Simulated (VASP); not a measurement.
# CaO (Fm-3m) in VASP: settings compared

Aim: see how the results for CaO move with the level of theory and the settings. Levels: r2SCAN+rVV10, HSE06, PBE. Tasks: relaxation of cell and atoms, electrostatic potential.

Program: VASP 6.6.1. These are calculated values, not measurements. Logs are shortened: lines on timing, memory, paths and dates and some standing lists are left out, and cuts for length are marked.

## (1) The structure

Symmetry: Fm-3m, No. 225, cubic system. Conventional cell: a = 4.780 Å, b = 4.780 Å, c = 4.780 Å, α = 90.00°, β = 90.00°, γ = 90.00°. Around Ca (site symmetry m-3m) lie 6 O at 2.39 Å. O (site symmetry m-3m) is surrounded by 6 Ca at 2.39 Å.

The cell was built by a generator and needn't be a form met in nature.

## (2) Relaxation of cell and atoms, r2SCAN+rVV10

The input, INCAR:

```
SYSTEM = CaO
PREC = Accurate
ENCUT = 600
EDIFF = 1E-6
ISMEAR = 0
SIGMA = 0.02
LREAL = .False.
LASPH = .True.
NELM = 120
ALGO = Normal
ISIF = 3
LWAVE = .False.
LCHARG = .False.
METAGGA = R2SCAN
LMIXTAU = .True.
LUSE_VDW = .True.
IVDW_NL = 2
BPARAM = 11.95
CPARAM = 0.0093
IBRION = 2
NSW = 60
EDIFFG = -0.005
KPAR = 4
```

The input, KPOINTS:

```
regular mesh
0
Gamma
  10 10 10
  0 0 0
```

The input, POSCAR:

```
CaO
1.0
    0.0000000000      2.3900000000      2.3900000000
    2.3900000000      0.0000000000      2.3900000000
    2.3900000000      2.3900000000      0.0000000000
Ca O
1 1
Direct
    0.0000000000      0.0000000000      0.0000000000
    0.5000000000      0.5000000000      0.5000000000
```

Potentials or basis: VASP PAW PBE potentials, release 64 (Ca_sv, O).

Started as:

```
$ cat potpaw_PBE.64/Ca_sv/POTCAR potpaw_PBE.64/O/POTCAR > POTCAR
$ mpirun -np 4 vasp_std > vasp.out
```

OUTCAR:

```text
SYSTEM = CaO
   PREC = Accurate
   ENCUT = 600
   EDIFF = 1E-6
   ISMEAR = 0
   LREAL = .False.
   LASPH = .True.
   NELM = 120
   ISIF = 3
   METAGGA = R2SCAN
   IVDW_NL = 2
   BPARAM = 11.95
   IBRION = 2
   NSW = 60
   EDIFFG = -0.005

 ion  position               nearest neighbor table
   1  0.000  0.000  0.000-   2 2.39   2 2.39   2 2.39   2 2.39   2 2.39   2 2.39
   2  0.500  0.500  0.500-   1 2.39   1 2.39   1 2.39   1 2.39   1 2.39   1 2.39

  LATTYP: Found a face centered cubic cell.
 ALAT       =     4.7800000000

  Lattice vectors:

 A1 = (   0.0000000000,   2.3900000000,   2.3900000000)
 A2 = (   2.3900000000,   0.0000000000,   2.3900000000)
 A3 = (   2.3900000000,   2.3900000000,   0.0000000000)

Analysis of symmetry for initial positions (statically):
=====================================================================
 Subroutine PRICEL returns:
 Original cell was already a primitive cell.

 Routine SETGRP: Setting up the symmetry group for a
 face centered cubic supercell.

 Subroutine GETGRP returns: Found 48 space group operations
 (whereof 48 operations were pure point group operations)
 out of a pool of 48 trial point group operations.

The static configuration has the point symmetry O_h .

Analysis of symmetry for dynamics (positions and initial velocities):
=====================================================================
 Subroutine PRICEL returns:
 Original cell was already a primitive cell.

 Routine SETGRP: Setting up the symmetry group for a
 face centered cubic supercell.

 Subroutine GETGRP returns: Found 48 space group operations
 (whereof 48 operations were pure point group operations)
 out of a pool of 48 trial point group operations.

The dynamic configuration has the point symmetry O_h .

 Subroutine INISYM returns: Found 48 space group operations
 (whereof 48 operations are pure point group operations),
 and found     1 'primitive' translations

----------------------------------------------------------------------------------------

                                     Primitive cell

  volume of cell :      27.3038

  direct lattice vectors                    reciprocal lattice vectors
     0.000000000  2.390000000  2.390000000    -0.209205021  0.209205021  0.209205021
     2.390000000  0.000000000  2.390000000     0.209205021 -0.209205021  0.209205021
     2.390000000  2.390000000  0.000000000     0.209205021  0.209205021 -0.209205021

  length of vectors
     3.379970414  3.379970414  3.379970414     0.362353725  0.362353725  0.362353725

  position of ions in fractional coordinates (direct lattice)
     0.000000000  0.000000000  0.000000000
     0.500000000  0.500000000  0.500000000

  ion indices of the primitive-cell ions
   primitive index   ion index
                 1           1
                 2           2

----------------------------------------------------------------------------------------

 KPOINTS: regular mesh

Automatic generation of k-mesh.
 Grid dimensions read from file:
 generate k-points for:   10   10   10

 Generating k-lattice:

  Cartesian coordinates                     Fractional coordinates (reciprocal lattice)
    -0.020920502  0.020920502  0.020920502     0.100000000  0.000000000  0.000000000
     0.020920502 -0.020920502  0.020920502     0.000000000  0.100000000  0.000000000
     0.020920502  0.020920502 -0.020920502     0.000000000  0.000000000  0.100000000

  Length of vectors
     0.036235373  0.036235373  0.036235373

  Shift w.r.t. Gamma in fractional coordinates (k-lattice)
     0.000000000  0.000000000  0.000000000

 Subroutine IBZKPT returns following result:
 ===========================================

 Found     47 irreducible k-points:

 Following reciprocal coordinates:
            Coordinates               Weight
  0.000000  0.000000  0.000000      1.000000
  0.100000  0.000000  0.000000      8.000000
  0.200000  0.000000  0.000000      8.000000
  0.300000  0.000000  0.000000      8.000000
  0.400000  0.000000  0.000000      8.000000
  0.500000  0.000000  0.000000      4.000000
[... 16 lines left out ...]
  0.300000  0.300000  0.000000      6.000000
  0.400000  0.300000  0.000000     24.000000
 [... further k-points ...]
   k-points           NKPTS =     47   k-points in BZ     NKDIM =     47   number of bands    NBANDS=     12
   number of dos      NEDOS =    301   number of ions     NIONS =      2
   total plane-waves  NPLWV =  21952
   dimension x,y,z NGX =    28 NGY =   28 NGZ =   28
   dimension x,y,z NGXF=    56 NGYF=   56 NGZF=   56
   ions per type =               1   1
   NGX,Y,Z   is equivalent  to a cutoff of  13.77, 13.77, 13.77 a.u.
   NGXF,Y,Z  is equivalent  to a cutoff of  27.54, 27.54, 27.54 a.u.
 SYSTEM =  CaO
   PREC   = accura    normal or accurate (medium, high low for compatibility)
   ISTART =      0    job   : 0-new  1-cont  2-samecut
   ICHARG =      2    charge: 1-file 2-atom 10-const
   ISPIN  =      1    spin polarized calculation?
   LNONCOLLINEAR =      F non collinear calculations
   LSORBIT =      F    spin-orbit coupling
   LASPH  =      T    aspherical Exc in radial PAW
   ENCUT  =  600.0 eV  44.10 Ry    6.64 a.u.   6.75  6.75  6.75*2*pi/ulx,y,z
   NELM   =    120;   NELMIN=  2; NELMDL= -5     # of ELM steps
   EDIFF  = 0.1E-05   stopping-criterion for ELM
   LREAL  =      F    real-space projection
   EDIFFG = -.5E-02   stopping-criterion for IOM
   NSW    =     60    number of steps for IOM
   IBRION =      2    ionic relax: 0-MD 1-quasi-New 2-CG
   NFREE  =      1    steps in history (QN), initial steepest desc. (CG)
   ISIF   =      3    stress and relaxation
   ISYM   =      2    0-nonsym 1-usesym 2-fastsym
   POTIM  = 0.5000    time-step for ionic-motion
   TEBEG  =    0.0;   TEEND  =   0.0 temperature during run
   PSTRESS=    0.0 pullay stress
   NELECT =      16.0000    total number of electrons
   NUPDOWN=      -1.0000    fix difference up-down
   EMIN   =  10.00;   EMAX   =-10.00  energy-range for DOS
   EFERMI =   0.00;   METHOD = LEGACY
   ISMEAR =     0;   SIGMA  =   0.02  broadening in eV -4-tet -1-fermi 0-gaus
   EFERMI_NEDOS =   21; number of points for ismear=-14 and -15
   IALGO  =     38    algorithm
   IMIX   =      4    mixing-type and parameters
     AMIX     =   0.40;   BMIX     =  1.00
     AMIX_MAG =   1.60;   BMIX_MAG =  1.00
  volume/ion in A,a.u.               =      13.65        92.13
  Fermi-wavevector in a.u.,A,eV,Ry     =   1.369957  2.588843 25.535171  1.876782
  Thomas-Fermi vector in A             =   2.495786
   LORBIT       =      0    0 simple, 1 ext, 2 COOP (PROOUT), +10 PAW based schemes
   METAGGA = R2SCAN    functional components
   LHFCALC =     F    Hartree Fock is set to
   AEXX    =    0.0000 exact exchange contribution
   IVDW_NL    =     2    kernel type
   BPARAM     =11.9500
   IVDW    =     0    specifies the selected vdW correction
   LEPSILON=     F    determine dielectric tensor
   LRPA    =     F    only Hartree local field effects (RPA)
 conjugate gradient relaxation of ions
 non-spin polarized calculation
 Gauss-broadening in eV      SIGMA  =   0.02
  energy-cutoff  :      600.00
  volume of cell :       27.30
 maximum number of plane-waves:       941
   NGX = 13   NGY = 13   NGZ = 13

--------------------------------------- Ionic step        1  -------------------------------------------

 number of electron      15.9999997 magnetization

 Free energy of the ion-electron system (eV)
  ---------------------------------------------------
  ext. energy  EPLUGINS =         0.00000000
  ---------------------------------------------------
  free energy    TOTEN  =       -19.03752357 eV

  energy without entropy =      -19.03752357  energy(sigma->0) =      -19.03752357

------------------------ aborting loop because EDIFF is reached ----------------------------------------

  FORCE on cell =-STRESS in cart. coord.  units (eV):
  Direction    XX          YY          ZZ          XY          YZ          ZX
  --------------------------------------------------------------------------------------
  -------------------------------------------------------------------------------------
  Total        0.1677997      0.1677997      0.1677997      0.0000000      0.0000000      0.0000000
  in kB        9.8464136      9.8464136      9.8464136      0.0000000      0.0000000      0.0000000
  external PRESSURE =       9.8464136 kB  Pullay stress =       0.0000000 kB
[... 57 lines left out ...]
  energy  without entropy=      -19.0380676249  energy(sigma->0) =      -19.03806762

--------------------------------------- Ionic step        3  -------------------------------------------

 number of electron      15.9999997 magnetization

 Free energy of the ion-electron system (eV)
  ---------------------------------------------------
  ext. energy  EPLUGINS =         0.00000000
  ---------------------------------------------------
  free energy    TOTEN  =       -19.03822221 eV

  energy without entropy =      -19.03822221  energy(sigma->0) =      -19.03822221

 E-fermi :   2.1962     XC(G=0): -11.1727

 val. band max:        2.0408011941   @ k =   0.0000   0.0000   0.0000
 cond. band min:       6.1939405092   @ k =   0.5000   0.5000   0.0000
 fundamental gap:      4.1531393152
 Fermi energy:         2.1962027381

 k-point     1 :       0.0000    0.0000    0.0000
  band No.  band energies     occupation
      1     -36.9394      2.00000
      2     -16.8280      2.00000
      3     -16.8280      2.00000
      4     -16.8280      2.00000
      5     -14.4499      2.00000
      6       2.0408      2.00000
      7       2.0408      2.00000
      8       2.0408      2.00000
      9       7.4739      0.00000
     10       8.9093      0.00000
     11       8.9094      0.00000
     12       8.9094      0.00000
[... 331 lines left out ...]
 k-point    24 :       0.4000    0.3000    0.0000
  band No.  band energies     occupation
      1     -36.8284      2.00000
      2     -17.5376      2.00000
      3     -17.0336      2.00000
      4     -17.0048      2.00000
      5     -13.8849      2.00000
      6       0.3604      2.00000
      7       1.4900      2.00000
      8       1.5872      2.00000
      9       6.8866      0.00000
     10      10.4634      0.00000
     11      11.6158      0.00000
     12      11.6697      0.00000

 [... further k-points ...]
[... 5 lines left out ...]
  --------------------------------------------------------------------------------------
  -------------------------------------------------------------------------------------
  Total        0.0004145      0.0004145      0.0004145      0.0000000      0.0000000      0.0000000
  in kB        0.0241243      0.0241243      0.0241243      0.0000000      0.0000000      0.0000000
  external PRESSURE =       0.0241243 kB  Pullay stress =       0.0000000 kB
[... 17 lines left out ...]
  FREE ENERGIE OF THE ION-ELECTRON SYSTEM (eV)
  ---------------------------------------------------
  free  energy   TOTEN  =       -19.0382222130 eV

  energy  without entropy=      -19.0382222130  energy(sigma->0) =      -19.03822221

 reached required accuracy - stopping structural energy minimisation
```

Run time: 2.6 min. Hardware: 4 MPI ranks of Intel Xeon 6975P-C (Granite Rapids), shared host; peak memory 0.27 GiB.

What came out:

* Free energy: -19.0382 eV
* Relaxed volume: 13.77 Å³/atom
* Relaxed cell: a = 3.389 Å, b = 3.389 Å, c = 3.389 Å, α = 60.00°, β = 60.00°, γ = 60.00°
* Space group after relaxing (to 0.05 Å): Fm-3m (No. 225)
* Energy gained by relaxing: 0.3 meV/atom
* Ionic steps: 3
* Pressure after relaxing: 0.0 GPa
* Band gap on the k mesh: 4.15 eV, indirect (least direct gap 4.53 eV)

The path:
```csv
step,energy change (eV),largest force (eV/Å),pressure (GPa),volume (Å³)
1,0.0000,0.0000,0.98,27.30
2,-0.0005,0.0000,-0.45,27.64
3,-0.0007,0.0000,0.00,27.53
```

Final structure:
```xyz
2
Lattice="0.0000 2.3966 2.3966 2.3966 0.0000 2.3966 2.3966 2.3966 0.0000" Properties=species:S:1:pos:R:3 pbc="T T T"
Ca    0.0000    0.0000    0.0000
O     2.3966    2.3966    2.3966
```

Caveat: the PAW data sets were made with another functional, which shifts forces and pressure a little.

## (3) Electrostatic potential, r2SCAN+rVV10

This run uses another cell than the first one, of 13.77 Å³/atom, 1.008 times its volume.

The input, INCAR:

```
PREC = Accurate
ENCUT = 520
EDIFF = 1E-6
ISMEAR = 0
SIGMA = 0.02
LREAL = False
LASPH = True
NELM = 100
ALGO = Normal
ISIF = 2
LWAVE = False
LCHARG = True
METAGGA = R2SCAN
LMIXTAU = True
LUSE_VDW = True
IVDW_NL = 2
BPARAM = 11.95
CPARAM = 0.0093
LVHAR = True
KPAR = 4
```

The input, KPOINTS:

```
regular mesh
0
Gamma
  10 10 10
```

The input, POSCAR:

```
CaO                                     
1.0
   -0.0000000000      2.3966028047      2.3966028047
    2.3966028047      0.0000000000      2.3966028047
    2.3966028047      2.3966028047      0.0000000000
  Ca              O             
     1     1
Direct
     0.0000000000000000    0.0000000000000000    0.0000000000000000
     0.5000000000000000    0.5000000000000000    0.5000000000000000
```

Potentials or basis: VASP PAW PBE potentials, release 64 (Ca_sv, O).

Started as:

```
$ cat potpaw_PBE.64/Ca_sv/POTCAR potpaw_PBE.64/O/POTCAR > POTCAR
$ mpirun -np 4 vasp_std > vasp.out
```

OUTCAR:

```text
PREC = Accurate
   ENCUT = 520
   EDIFF = 1E-6
   ISMEAR = 0
   LREAL = False
   LASPH = True
   NELM = 100
   ISIF = 2
   METAGGA = R2SCAN
   IVDW_NL = 2
   BPARAM = 11.95

 ion  position               nearest neighbor table
   1  0.000  0.000  0.000-   2 2.40   2 2.40   2 2.40   2 2.40   2 2.40   2 2.40
   2  0.500  0.500  0.500-   1 2.40   1 2.40   1 2.40   1 2.40   1 2.40   1 2.40

  LATTYP: Found a face centered cubic cell.
 ALAT       =     4.7932056094

  Lattice vectors:

 A1 = (   0.0000000000,   2.3966028047,   2.3966028047)
 A2 = (   2.3966028047,   0.0000000000,   2.3966028047)
 A3 = (   2.3966028047,   2.3966028047,   0.0000000000)

Analysis of symmetry for initial positions (statically):
=====================================================================
 Subroutine PRICEL returns:
 Original cell was already a primitive cell.

 Routine SETGRP: Setting up the symmetry group for a
 face centered cubic supercell.

 Subroutine GETGRP returns: Found 48 space group operations
 (whereof 48 operations were pure point group operations)
 out of a pool of 48 trial point group operations.

The static configuration has the point symmetry O_h .
[... 169 lines left out ...]
 fundamental gap:      4.1520134268
 Fermi energy:         2.1970508458

 k-point     1 :       0.0000    0.0000    0.0000
  band No.  band energies     occupation
      1     -36.9383      2.00000
      2     -16.8267      2.00000
      3     -16.8267      2.00000
      4     -16.8267      2.00000
      5     -14.4472      2.00000
      6       2.0426      2.00000
      7       2.0426      2.00000
      8       2.0426      2.00000
      9       7.4758      0.00000
     10       8.9097      0.00000
     11       8.9097      0.00000
     12       8.9097      0.00000
[... 331 lines left out ...]
 k-point    24 :       0.4000    0.3000    0.0000
  band No.  band energies     occupation
      1     -36.8273      2.00000
      2     -17.5365      2.00000
      3     -17.0324      2.00000
      4     -17.0036      2.00000
      5     -13.8825      2.00000
      6       0.3617      2.00000
      7       1.4915      2.00000
      8       1.5887      2.00000
      9       6.8872      0.00000
     10      10.4645      0.00000
     11      11.6167      0.00000
     12      11.6705      0.00000

 [... further k-points ...]
[... 5 lines left out ...]
  --------------------------------------------------------------------------------------
  -------------------------------------------------------------------------------------
  Total        0.0176465      0.0176465      0.0176465      0.0000000     -0.0000000     -0.0000000
  in kB        1.0269552      1.0269552      1.0269552      0.0000000     -0.0000000     -0.0000000
  external PRESSURE =       1.0269552 kB  Pullay stress =       0.0000000 kB

 VOLUME and BASIS-vectors are now :
 -----------------------------------------------------------------------------
  energy-cutoff  :      520.00
  volume of cell :       27.53
      direct lattice vectors                 reciprocal lattice vectors
     0.000000000  2.396602805  2.396602805    -0.208628647  0.208628647  0.208628647
     2.396602805  0.000000000  2.396602805     0.208628647 -0.208628647  0.208628647
     2.396602805  2.396602805  0.000000000     0.208628647  0.208628647 -0.208628647

 POSITION                                       TOTAL-FORCE (eV/Angst)
 -----------------------------------------------------------------------------------
      0.00000      0.00000      0.00000         0.000000     -0.000000     -0.000000
      2.39660      2.39660      2.39660        -0.000000      0.000000      0.000000
 -----------------------------------------------------------------------------------
    total drift:                                0.000000      0.000000      0.000000

  FREE ENERGIE OF THE ION-ELECTRON SYSTEM (eV)
  ---------------------------------------------------
  free  energy   TOTEN  =       -19.0349342593 eV

  energy  without entropy=      -19.0349342593  energy(sigma->0) =      -19.03493426
```

OSZICAR:

```text
N       E                     dE             d eps       ncg     rms          rms(c)
DAV:   1     0.127223913976E+03    0.12722E+03   -0.88594E+03  1128   0.139E+03
DAV:   2    -0.176762165998E+02   -0.14490E+03   -0.13670E+03  1320   0.350E+02
DAV:   3    -0.245704391612E+02   -0.68942E+01   -0.68448E+01  1436   0.800E+01
DAV:   4    -0.248448656956E+02   -0.27443E+00   -0.27410E+00  1712   0.139E+01
[... 13 lines left out ...]
DAV:  18    -0.190349338942E+02    0.38375E-04   -0.48146E-04  1324   0.212E-01    0.593E-02
DAV:  19    -0.190349378734E+02   -0.39792E-05   -0.76573E-05  1500   0.104E-01    0.214E-02
DAV:  20    -0.190349352383E+02    0.26351E-05   -0.15741E-05  1432   0.415E-02    0.333E-03
DAV:  21    -0.190349335211E+02    0.17172E-05   -0.12273E-06   820   0.135E-02    0.114E-03
DAV:  22    -0.190349342593E+02   -0.73821E-06   -0.32451E-07   588   0.655E-03
   1 F= -.19034934E+02 E0= -.19034934E+02  d E =-.424593E-30
```

stdout:

```text
POSCAR found type information on POSCAR CaO
 POSCAR found :  2 types and       2 ions
 scaLAPACK will be used
 -----------------------------------------------------------------------------
|                                                                             |
|                                                                             |
[... 26 lines left out ...]
Total rVV10 correction in eV:      0.3657979    16.0032792
Total rVV10 correction in eV:      0.3657979    16.0032792
Total rVV10 correction in eV:      0.3657979    16.0032792
Total rVV10 correction in eV:      0.3657979    16.0032792
Total rVV10 correction in eV:      0.3912553    16.0032788
Total rVV10 correction in eV:      0.3912553    16.0032788
[... 72 lines left out ...]
Total rVV10 correction in eV:      0.4173020    16.0032789
Total rVV10 correction in eV:      0.4173020    16.0032789
```

Run time: 75 s. Hardware: 4 MPI ranks of Intel Xeon 6975P-C (Granite Rapids), shared host; peak memory 0.26 GiB.

What came out:

| Item | Value |
| --- | --- |
| Free energy | -19.0349 eV |
| Pressure | 0.1 GPa |
| Band gap on the k mesh | 4.15 eV, indirect (least direct gap 4.53 eV) |

Caveat: the PAW data sets were made with another functional, which shifts forces and pressure a little.

(Continued in part 2 of 2.)
